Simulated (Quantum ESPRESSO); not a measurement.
Runs of Quantum ESPRESSO 7.5 on WSe. The cell holds a slab with vacuum, 4 atoms: a = 3.318 Å, b = 3.318 Å, c = 31.658 Å, α = 90.00°, β = 90.00°, γ = 120.00°. 

```csv
level,form of the LDA correlation,largest force (eV/Å)
RPBE,-,0.11
LDA,PZ81,(a)
revPBE,-,0.18
rev-vdW-DF2,-,0.54
PBEsol,-,0.73
AM05,-,(b)
```

Alike in all rows: task work function; potentials or basis SG15 PBE 1.2; no spin polarisation; cell as given; k mesh 4 × 4 × 1; cutoff (eV) 1020; smearing fermi-dirac 0.05 eV; the mesh is coarse, so values aren't converged.

Q: Fill in the values left out.

A: (a) 1.15; (b) 0.76.

Caveats: all runs use coarse meshes; the potentials were made for another functional, which shifts forces and pressure.

Runs at the PBE level aren't shown here.
